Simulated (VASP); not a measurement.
# BeS (F-43m) in VASP: settings compared, part 2 of 2

VASP 6.6.1.

### 4 Single point, PBEsol

The input, INCAR:

```
  PREC = Accurate
  ENCUT = 520
  EDIFF = 1E-6
  ISMEAR = -1
  SIGMA = 0.1
  LREAL = False
  LASPH = True
  NELM = 100
  ALGO = Normal
  ISIF = 2
  LWAVE = False
  LCHARG = False
  GGA = PS
  NBANDS = 11
```

The input, KPOINTS:

```
regular mesh
0
Gamma
  6 6 6
```

The input, POSCAR:

```
BeS
1.0
    0.0000000000      2.4250000000      2.4250000000
    2.4250000000      0.0000000000      2.4250000000
    2.4250000000      2.4250000000      0.0000000000
Be S
1 1
Direct
    0.0000000000      0.0000000000      0.0000000000
    0.2500000000      0.2500000000      0.2500000000
```

Potentials or basis: VASP PAW PBE potentials, release 64 (Be, S).

The run is started by

```
> cat potpaw_PBE.64/Be/POTCAR potpaw_PBE.64/S/POTCAR > POTCAR
> mpirun -np 1 vasp_std > vasp.out
```

OUTCAR:

```text
PREC = Accurate
   ENCUT = 520
   EDIFF = 1E-6
   ISMEAR = -1
   LREAL = False
   LASPH = True
   NELM = 100
   ISIF = 2
   GGA = PS

 ion  position               nearest neighbor table
   1  0.000  0.000  0.000-   2 2.10   2 2.10   2 2.10   2 2.10
   2  0.250  0.250  0.250-   1 2.10   1 2.10   1 2.10   1 2.10

  LATTYP: Found a face centered cubic cell.
 ALAT       =     4.8500000000

  Lattice vectors:

 A1 = (   0.0000000000,   2.4250000000,   2.4250000000)
 A2 = (   2.4250000000,   0.0000000000,   2.4250000000)
 A3 = (   2.4250000000,   2.4250000000,   0.0000000000)

Analysis of symmetry for initial positions (statically):
=====================================================================
 Subroutine PRICEL returns:
 Original cell was already a primitive cell.

 Routine SETGRP: Setting up the symmetry group for a
 face centered cubic supercell.

 Subroutine GETGRP returns: Found 24 space group operations
 (whereof 24 operations were pure point group operations)
 out of a pool of 48 trial point group operations.

The static configuration has the point symmetry T_d .

[... 160 lines left out ...]
  band No.  band energies     occupation
      1      -9.5716      2.00000
      2       4.1463      2.00000
      3       4.1463      2.00000
      4       4.1463      2.00000
      5       9.7550      0.00000
      6       9.7550      0.00000
      7       9.7550      0.00000
      8       9.8520      0.00000
      9      16.9399      0.00000
     10      16.9399      0.00000
     11      18.8207      0.00000
[... 197 lines left out ...]
 k-point    16 :      -0.3333    0.5000    0.1667
  band No.  band energies     occupation
      1      -7.3443      2.00000
      2      -0.4987      2.00000
      3       0.6807      2.00000
      4       0.8965      2.00000
      5       9.1434      0.00000
      6      10.7247      0.00000
      7      14.0812      0.00000
      8      14.5937      0.00000
      9      18.5135      0.00000
     10      18.6179      0.00000
     11      21.1478      0.00000

------------------------ aborting loop because EDIFF is reached ----------------------------------------

  FORCE on cell =-STRESS in cart. coord.  units (eV):
  Direction    XX          YY          ZZ          XY          YZ          ZX
  --------------------------------------------------------------------------------------
  -------------------------------------------------------------------------------------
  Total       -0.0911174     -0.0911174     -0.0911174      0.0000000      0.0000000      0.0000000
  in kB       -5.1185450     -5.1185450     -5.1185450      0.0000000      0.0000000      0.0000000
  external PRESSURE =      -5.1185450 kB  Pullay stress =       0.0000000 kB

 VOLUME and BASIS-vectors are now :
 -----------------------------------------------------------------------------
  energy-cutoff  :      520.00
  volume of cell :       28.52
      direct lattice vectors                 reciprocal lattice vectors
     0.000000000  2.425000000  2.425000000    -0.206185567  0.206185567  0.206185567
     2.425000000  0.000000000  2.425000000     0.206185567 -0.206185567  0.206185567
     2.425000000  2.425000000  0.000000000     0.206185567  0.206185567 -0.206185567

 POSITION                                       TOTAL-FORCE (eV/Angst)
 -----------------------------------------------------------------------------------
      0.00000      0.00000      0.00000         0.000000      0.000000      0.000000
      1.21250      1.21250      1.21250        -0.000000     -0.000000     -0.000000
 -----------------------------------------------------------------------------------
    total drift:                                0.000000      0.000000      0.000000

  FREE ENERGIE OF THE ION-ELECTRON SYSTEM (eV)
  ---------------------------------------------------
  free  energy   TOTEN  =       -10.5609504646 eV

  energy  without entropy=      -10.5609504209  energy(sigma->0) =      -10.56095044
```

OSZICAR:

```text
N       E                     dE             d eps       ncg     rms          rms(c)
DAV:   1     0.200970252085E+02    0.20097E+02   -0.40278E+03   352   0.634E+02
DAV:   2    -0.953262463932E+01   -0.29630E+02   -0.28568E+02   450   0.120E+02
DAV:   3    -0.107403335542E+02   -0.12077E+01   -0.12049E+01   447   0.237E+01
DAV:   4    -0.107473691439E+02   -0.70356E-02   -0.70341E-02   458   0.213E+00
DAV:   5    -0.107474252237E+02   -0.56080E-04   -0.56077E-04   451   0.174E-01    0.534E+00
DAV:   6    -0.106086649572E+02    0.13876E+00   -0.11101E-01   417   0.153E+00    0.353E+00
DAV:   7    -0.105606336376E+02    0.48031E-01   -0.10961E-01   422   0.164E+00    0.801E-01
DAV:   8    -0.105608922225E+02   -0.25858E-03   -0.55371E-03   455   0.395E-01    0.140E-01
DAV:   9    -0.105609396237E+02   -0.47401E-04   -0.32980E-04   435   0.118E-01    0.434E-02
DAV:  10    -0.105609468022E+02   -0.71785E-05   -0.34511E-05   491   0.285E-02    0.110E-02
DAV:  11    -0.105609503318E+02   -0.35296E-05   -0.77219E-06   400   0.157E-02    0.553E-03
DAV:  12    -0.105609504646E+02   -0.13284E-06   -0.18139E-07   258   0.306E-03
   1 F= -.10560950E+02 E0= -.10560950E+02  d E =-.437045E-07
```

stdout:

```text
POSCAR found type information on POSCAR BeS
 POSCAR found :  2 types and       2 ions
 scaLAPACK will be used
 -----------------------------------------------------------------------------
|                                                                             |
|                                                                             |
|     You enforced a specific xc type in the INCAR file but a different       |
|     I HOPE YOU KNOW WHAT YOU ARE DOING!                                     |
|                                                                             |
 -----------------------------------------------------------------------------

 LDA part: xc-table for (Slater+PW92), standard interpolation
 POSCAR, INCAR and KPOINTS ok, starting setup
 FFT: planning ... GRIDC
 FFT: planning ... GRID_SOFT
 FFT: planning ... GRID
 WAVECAR not read
 entering main loop
```

It took 6.9 s on 1 thread of Intel Xeon Platinum 8375C at 2.90GHz (Ice Lake), shared host; peak memory 0.14 GiB.

Results:

```yaml
Free_energy: -10.5610 eV
Pressure: -0.5 GPa
Band_gap_on_the_k_mesh: 2.93 eV, indirect (least direct gap 5.60 eV)
```

Levels at points of the mesh, in eV from the valence-band top:
```tsv
k point	band 1	band 2	band 3	band 4	band 5	band 6	band 7	band 8	band 9
(0.00, 0.00, 0.00)	-13.72	0.00	0.00	0.00	5.61	5.61	5.61	5.71	12.79
(0.50, 0.00, 0.00)	-12.08	-5.86	-1.04	-1.04	5.38	6.48	6.48	10.98	14.93
(0.50, 0.50, 0.00)	-11.53	-5.07	-2.67	-2.67	2.93	4.81	12.75	12.75	15.40
```

Caveat: the PAW data sets were made with another functional, which shifts forces and pressure a little. A k mesh can miss the band edges.

### 5 The runs side by side

```tsv
level	gap on the mesh (eV)	pressure (GPa)
revPBE	3.19	3.4
BLYP	3.40	4.4
PBEsol	2.93	-0.5
```

Alike in all rows: task single point; potentials or basis VASP PAW PBE potentials, release 64 (Be, S); no spin polarisation; cell as given; k mesh 6 × 6 × 6; cutoff (eV) 520; smearing fermi-dirac 0.1 eV.

On the cell as given the gap runs from 2.93 eV (PBEsol) to 3.40 eV (BLYP). The pressure there spans -0.5 GPa (PBEsol) to 4.4 GPa (BLYP); a positive pressure means that this level wants a larger cell, a negative one a smaller.

Caveats: the PAW data sets were made with another functional, which shifts forces and pressure a little.

Absolute energies hang on the potentials; compare differences alone.
